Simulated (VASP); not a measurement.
# Si2Mo (I4/mmm) in VASP: notebook

The runs below take Si2Mo through single point, with PBEsol.

All numbers are computed with VASP 6.6.1; they aren't measurements. Logs are shortened: lines on timing, memory, paths and dates and some standing lists are left out, and cuts for length are marked.

## 1. The structure

Symmetry: I4/mmm, No. 139, tetragonal system. The conventional cell has a = 3.200 Å, b = 3.200 Å, c = 7.861 Å, α = 90.00°, β = 90.00°, γ = 90.00°. Mo (site symmetry 4/mmm) has 10 Si at 2.62 Å as nearest neighbours. Si (site symmetry 4mm) is surrounded by 5 Si at 2.61 to 2.63 Å and 5 Mo at 2.62 Å.

## 2. Single point, PBEsol

INCAR reads:

```
SYSTEM = Si2Mo
PREC = Accurate
ENCUT = 550
EDIFF = 1E-6
ISMEAR = 0
SIGMA = 0.05
LREAL = .False.
LASPH = .True.
NELM = 80
ALGO = Normal
ISIF = 2
LWAVE = .False.
LCHARG = .False.
GGA = PS
NBANDS = 18
```

KPOINTS reads:

```
Automatic mesh
0
Gamma
  12 12 12
  0 0 0
```

POSCAR reads:

```
Si2Mo
1.0
   -1.6000000000      1.6000000000      3.9305000000
    1.6000000000     -1.6000000000      3.9305000000
    1.6000000000      1.6000000000     -3.9305000000
Mo Si
1 2
Cartesian
    0.0000000000      0.0000000000      0.0000000000
    0.0000000000      0.0000000000      5.2432870000
    0.0000000000      0.0000000000      2.6177130000
```

Potentials or basis: VASP PAW PBE potentials, release 64 (Mo_sv_GW, Si_GW).

The run is started by

```console
$ cat potpaw_PBE.64/Mo_sv_GW/POTCAR potpaw_PBE.64/Si_GW/POTCAR > POTCAR
$ mpirun -np 1 vasp_std > vasp.out
```

OUTCAR:

```text
SYSTEM = Si2Mo
   PREC = Accurate
   ENCUT = 550
   EDIFF = 1E-6
   ISMEAR = 0
   LREAL = .False.
   LASPH = .True.
   NELM = 80
   ISIF = 2
   GGA = PS

 ion  position               nearest neighbor table
   1  0.000  0.000  0.000-   2 2.62   3 2.62   2 2.62   3 2.62   2 2.62   3 2.62   3 2.62   2 2.62
                             2 2.62   3 2.62
   2  0.667  0.667  0.000-   3 2.61   3 2.61   3 2.61   3 2.61   1 2.62   1 2.62   1 2.62   1 2.62
                             1 2.62   3 2.63
   3  0.333  0.333  0.000-   2 2.61   2 2.61   2 2.61   2 2.61   1 2.62   1 2.62   1 2.62   1 2.62
                             1 2.62   2 2.63

  LATTYP: Found a body centered tetragonal cell.
 ALAT       =     3.2000000000
 C/A-ratio  =     2.4565625000

  Lattice vectors:

 A1 = (  -1.6000000000,   1.6000000000,   3.9305000000)
 A2 = (   1.6000000000,  -1.6000000000,   3.9305000000)
 A3 = (   1.6000000000,   1.6000000000,  -3.9305000000)

Analysis of symmetry for initial positions (statically):
=====================================================================
 Subroutine PRICEL returns:
 Original cell was already a primitive cell.

 Routine SETGRP: Setting up the symmetry group for a
 body centered tetragonal supercell.

 Subroutine GETGRP returns: Found 16 space group operations
 (whereof 16 operations were pure point group operations)
 out of a pool of 16 trial point group operations.

The static configuration has the point symmetry D_4h.

Analysis of symmetry for dynamics (positions and initial velocities):
=====================================================================
 Subroutine PRICEL returns:
 Original cell was already a primitive cell.

 Routine SETGRP: Setting up the symmetry group for a
 body centered tetragonal supercell.

 Subroutine GETGRP returns: Found 16 space group operations
 (whereof 16 operations were pure point group operations)
 out of a pool of 16 trial point group operations.

The dynamic configuration has the point symmetry D_4h.

 Subroutine INISYM returns: Found 16 space group operations
 (whereof 16 operations are pure point group operations),
 and found     1 'primitive' translations

----------------------------------------------------------------------------------------

                                     Primitive cell

  volume of cell :      40.2483

[... 103 lines left out ...]
   ions per type =               1   2
   NGX,Y,Z   is equivalent  to a cutoff of  13.20, 13.20, 13.20 a.u.
   NGXF,Y,Z  is equivalent  to a cutoff of  26.39, 26.39, 26.39 a.u.
 SYSTEM =  Si2Mo
   PREC   = accura    normal or accurate (medium, high low for compatibility)
   ISTART =      0    job   : 0-new  1-cont  2-samecut
   ICHARG =      2    charge: 1-file 2-atom 10-const
   ISPIN  =      1    spin polarized calculation?
   LNONCOLLINEAR =      F non collinear calculations
   LSORBIT =      F    spin-orbit coupling
   LASPH  =      T    aspherical Exc in radial PAW
   ENCUT  =  550.0 eV  40.42 Ry    6.36 a.u.   8.67  8.67  8.67*2*pi/ulx,y,z
   NELM   =     80;   NELMIN=  2; NELMDL= -5     # of ELM steps
   EDIFF  = 0.1E-05   stopping-criterion for ELM
   LREAL  =      F    real-space projection
[... 7 lines left out ...]
   TEBEG  =    0.0;   TEEND  =   0.0 temperature during run
   PSTRESS=    0.0 pullay stress
   NELECT =      22.0000    total number of electrons
   NUPDOWN=      -1.0000    fix difference up-down
   EMIN   =  10.00;   EMAX   =-10.00  energy-range for DOS
   EFERMI =   0.00;   METHOD = LEGACY
   ISMEAR =     0;   SIGMA  =   0.05  broadening in eV -4-tet -1-fermi 0-gaus
   EFERMI_NEDOS =   21; number of points for ismear=-14 and -15
   IALGO  =     38    algorithm
   IMIX   =      4    mixing-type and parameters
     AMIX     =   0.40;   BMIX     =  1.00
     AMIX_MAG =   1.60;   BMIX_MAG =  1.00
  volume/ion in A,a.u.               =      13.42        90.54
  Fermi-wavevector in a.u.,A,eV,Ry     =   1.338546  2.529484 24.377614  1.791704
  Thomas-Fermi vector in A             =   2.467007
   LORBIT       =      0    0 simple, 1 ext, 2 COOP (PROOUT), +10 PAW based schemes
   GGA     = PS    functional components
   LHFCALC =     F    Hartree Fock is set to
   AEXX    =    0.0000 exact exchange contribution
   IVDW    =     0    specifies the selected vdW correction
   LEPSILON=     F    determine dielectric tensor
   LRPA    =     F    only Hartree local field effects (RPA)
 non-spin polarized calculation
 Gauss-broadening in eV      SIGMA  =   0.05
  energy-cutoff  :      550.00
  volume of cell :       40.25
 maximum number of plane-waves:      1203
   NGX = 17   NGY = 17   NGZ = 17

 number of electron      22.0000000 magnetization

 Free energy of the ion-electron system (eV)
  ---------------------------------------------------
  ext. energy  EPLUGINS =         0.00000000
  ---------------------------------------------------
  free energy    TOTEN  =       -25.86753013 eV

  energy without entropy =      -25.86717830  energy(sigma->0) =      -25.86735421

 E-fermi :  11.7959     XC(G=0): -12.5024

 val. band max:       11.7014956672   @ k =  -0.3333  -0.4167   0.3333
 cond. band min:      11.8153172129   @ k =   0.0833  -0.0000   0.0000
 fundamental gap:      0.1138215458
 Fermi energy:        11.7959448974

 k-point     1 :       0.0000    0.0000    0.0000
  band No.  band energies     occupation
      1     -48.8838      2.00000
      2     -23.0737      2.00000
      3     -22.9700      2.00000
      4     -22.9700      2.00000
      5      -1.6901      2.00000
      6       5.4100      2.00000
[... 817 lines left out ...]
      5       2.8532      2.00000
      6       3.9086      2.00000
[... 10 lines left out ...]
     17      17.9097      0.00000
     18      20.2188      0.00000

 [... further k-points ...]
[... 5 lines left out ...]
  --------------------------------------------------------------------------------------
  -------------------------------------------------------------------------------------
  Total       -0.6352940     -0.6352940     -0.9403482      0.0000000      0.0000000      0.0000000
  in kB      -25.2893463    -25.2893463    -37.4327336      0.0000000      0.0000000      0.0000000
  external PRESSURE =     -29.3371421 kB  Pullay stress =       0.0000000 kB

 VOLUME and BASIS-vectors are now :
 -----------------------------------------------------------------------------
  energy-cutoff  :      550.00
  volume of cell :       40.25
      direct lattice vectors                 reciprocal lattice vectors
    -1.600000000  1.600000000  3.930500000     0.000000000  0.312500000  0.127210279
     1.600000000 -1.600000000  3.930500000     0.312500000  0.000000000  0.127210279
     1.600000000  1.600000000 -3.930500000     0.312500000  0.312500000  0.000000000

 POSITION                                       TOTAL-FORCE (eV/Angst)
 -----------------------------------------------------------------------------------
      0.00000      0.00000      0.00000         0.000000      0.000000      0.000000
      0.00000      0.00000      5.24329         0.000000      0.000000     -0.322234
      0.00000      0.00000      2.61771        -0.000000     -0.000000      0.322234
 -----------------------------------------------------------------------------------
    total drift:                                0.000000      0.000000     -0.000000

  FREE ENERGIE OF THE ION-ELECTRON SYSTEM (eV)
  ---------------------------------------------------
  free  energy   TOTEN  =       -25.8675301263 eV

  energy  without entropy=      -25.8671783018  energy(sigma->0) =      -25.86735421
```

OSZICAR:

```text
N       E                     dE             d eps       ncg     rms          rms(c)
DAV:   1     0.140831803121E+03    0.14083E+03   -0.11859E+04  6726   0.126E+03
DAV:   2    -0.147632209640E+02   -0.15560E+03   -0.14845E+03  8134   0.481E+02
DAV:   3    -0.281564248601E+02   -0.13393E+02   -0.13162E+02  9462   0.107E+02
DAV:   4    -0.285661678556E+02   -0.40974E+00   -0.40825E+00  8960   0.215E+01
DAV:   5    -0.285834102153E+02   -0.17242E-01   -0.17223E-01  9902   0.409E+00    0.947E+00
DAV:   6    -0.262302129280E+02    0.23532E+01   -0.19314E+01 10394   0.387E+01    0.402E+00
DAV:   7    -0.259082226339E+02    0.32199E+00   -0.21864E+00  9704   0.139E+01    0.264E+00
DAV:   8    -0.258678766663E+02    0.40346E-01   -0.10413E-01  9330   0.255E+00    0.175E-01
DAV:   9    -0.258676001454E+02    0.27652E-03   -0.35420E-03  8420   0.659E-01    0.102E-01
DAV:  10    -0.258675307648E+02    0.69381E-04   -0.55178E-04  9714   0.277E-01    0.246E-02
DAV:  11    -0.258675301606E+02    0.60422E-06   -0.58368E-05  9176   0.659E-02    0.962E-03
DAV:  12    -0.258675301263E+02    0.34304E-07   -0.83659E-06  8972   0.339E-02
   1 F= -.25867530E+02 E0= -.25867354E+02  d E =-.351824E-03
```

It took 2.6 min on 1 thread of Intel Xeon Platinum 8488C (Sapphire Rapids), shared host; peak memory 0.34 GiB.

What came out:

```yaml
Free_energy: -25.8675 eV
Pressure: -2.9 GPa
Largest_force: 0.322 eV/Å
Band_gap_on_the_k_mesh: none (metal or under the smearing width)
```

Forces in eV/Å, atoms in the order of the input:
```
Mo   0.000  0.000  0.000
Si   0.000  0.000 -0.322
Si   0.000  0.000  0.322
```

Caveat: the PAW data sets were made with another functional, which shifts forces and pressure a little.

## 3. Single point, PBEsol

run.py reads:

```python
from ase.calculators.vasp import Vasp
from ase.dft.bandgap import bandgap
from ase.io import read

atoms = read('Si2Mo.xyz')
calc = Vasp(
    directory='calc',
    xc='pbesol',
    pp='PBE',
    setups='gw',
    prec='Accurate',
    encut=550,
    ediff=1e-06,
    ismear=0,
    sigma=0.05,
    lreal=False,
    lasph=True,
    nelm=100,
    algo='Normal',
    isif=2,
    lwave=False,
    lcharg=True,
    lelf=True,
    lvhar=True,
    kpts=[12, 12, 12],
    gamma=True,
)
atoms.calc = calc

print('energy (eV):', atoms.get_potential_energy())
print('free energy (eV):', atoms.get_potential_energy(force_consistent=True))
print('forces (eV/A):')
print(atoms.get_forces())
print('stress (eV/A^3, Voigt):', atoms.get_stress())
print('Fermi level (eV):', calc.get_fermi_level())
gap, top, bottom = bandgap(calc)
print('band gap (eV):', gap, 'from (spin, k, band)', top, 'to', bottom)
```

Si2Mo.xyz reads:

```xyz
3
Lattice="-1.6000000000 1.6000000000 3.9305000000 1.6000000000 -1.6000000000 3.9305000000 1.6000000000 1.6000000000 -3.9305000000" Properties=species:S:1:pos:R:3 pbc="T T T"
Mo     0.0000000000      0.0000000000      0.0000000000
Si     0.0000000000      0.0000000000      5.2432870000
Si     0.0000000000      0.0000000000      2.6177130000
```

Potentials or basis: VASP PAW PBE potentials, release 64 (Mo_sv_GW, Si_GW).

The run is started by

```console
$ python run.py
```

The log of the run:

```text
energy (eV): -25.86735409
free energy (eV): -25.86752995
forces (eV/A):
[[-0.         -0.         -0.        ]
 [ 0.          0.         -0.32255307]
 [-0.         -0.          0.32255307]]
stress (eV/A^3, Voigt): [ 0.01555507  0.01555507  0.0230711  -0.          0.         -0.        ]
Fermi level (eV): 11.79542349
band gap (eV): 0.0 from (spin, k, band) (None, None, None) to (None, None, None)
```

OUTCAR:

```text
ENCUT = 550.000000
   EDIFF = 1.00e-06
   GGA = PS
   PREC = Accurate
   ISIF = 2
   ISMEAR = 0
   NELM = 100
[... 974 lines left out ...]
      0.00000      0.00000      0.00000        -0.000000     -0.000000     -0.000000
      0.00000      0.00000      5.24329         0.000000      0.000000     -0.322553
      0.00000      0.00000      2.61771        -0.000000     -0.000000      0.322553
 -----------------------------------------------------------------------------------
    total drift:                                0.000000      0.000000     -0.000000

  FREE ENERGIE OF THE ION-ELECTRON SYSTEM (eV)
  ---------------------------------------------------
  free  energy   TOTEN  =       -25.8675299544 eV

  energy  without entropy=      -25.8671782257  energy(sigma->0) =      -25.86735409
```

INCAR:

```text
ENCUT = 550.000000
SIGMA = 0.050000
EDIFF = 1.00e-06
ALGO = Normal
GGA = PS
PREC = Accurate
ISIF = 2
ISMEAR = 0
NELM = 100
LASPH = .TRUE.
LCHARG = .TRUE.
LELF = .TRUE.
LVHAR = .TRUE.
LWAVE = .FALSE.
LREAL = .FALSE.
```

Wall time 2.4 min (1 thread of Intel Xeon Platinum 8488C (Sapphire Rapids), shared host); peak memory 0.34 GiB.

What came out:

- Free energy: -25.8675 eV
- Pressure: -2.9 GPa
- Largest force: 0.323 eV/Å
- Band gap on the k mesh: none (metal or under the smearing width)

Forces in eV/Å, atoms in the order of the input:
```
Mo   0.000  0.000  0.000
Si   0.000  0.000 -0.323
Si   0.000  0.000  0.323
```

Stress tensor (GPa, compression positive):
```
-2.49  0.00  0.00
 0.00 -2.49  0.00
 0.00  0.00 -3.70
```

Caveat: the PAW data sets were made with another functional, which shifts forces and pressure a little.

## 4. The reference run

An earlier run on the cell as given: functional PBEsol; potentials or basis VASP PAW PBE potentials, release 64 (Mo_sv, Si); cutoff 520 eV; k mesh 12 × 12 × 12; occupations fermi-dirac, width 0.05 eV; no spin polarisation.

* Pressure: -2.4 GPa
* Largest force: 0.322 eV/Å
* Band gap on the k mesh: none (metal or under the smearing width)
